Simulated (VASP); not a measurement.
## SH2: single point with PBE+D4

SH2, in a box:

```
S H
1.0
    12.32557    0.00000    0.00000
     0.00000   12.82557    0.00000
     0.00000    0.00000   13.32557
S H
1 2
Direct
  0.52404 0.50828 0.45999
  0.51025 0.42954 0.52601
  0.46399 0.57356 0.51684
```

```yaml
Program: VASP 6.6.1
Task: single point
Functional: PBE
Dispersion: D4
Potentials_or_basis: VASP PAW PBE potentials, release 64 (S, H)
Cutoff: 400 eV
k_mesh: 1 × 1 × 1
Occupations: gaussian, width 0.01 eV
Spin: no spin polarisation
```

| Property | Result |
| --- | --- |
| Largest force | 0.012 eV/Å |
| Gap between the frontier levels | 5.37 eV |
| Dispersion energy per atom | -0.005 eV |

Forces on the atoms (eV/Å):
```
S   -0.005 -0.001  0.009
H   -0.001  0.011 -0.005
H    0.005 -0.009 -0.004
```

Levels at points of the mesh, in eV from the valence-band top:
```csv
k point,band 1,band 2,band 3,band 4,band 5,band 6,band 7,band 8,band 9
"(0.00, 0.00, 0.00)",-12.22,-4.63,-2.82,0.00,5.37,5.63,6.47,6.78,6.80
```

Wall time 55 s on 4 MPI ranks on Intel(R) Xeon(R) Platinum 8375C CPU @ 2.90GHz (Ice Lake), with other jobs on the host, peak memory 0.38 GiB a rank.
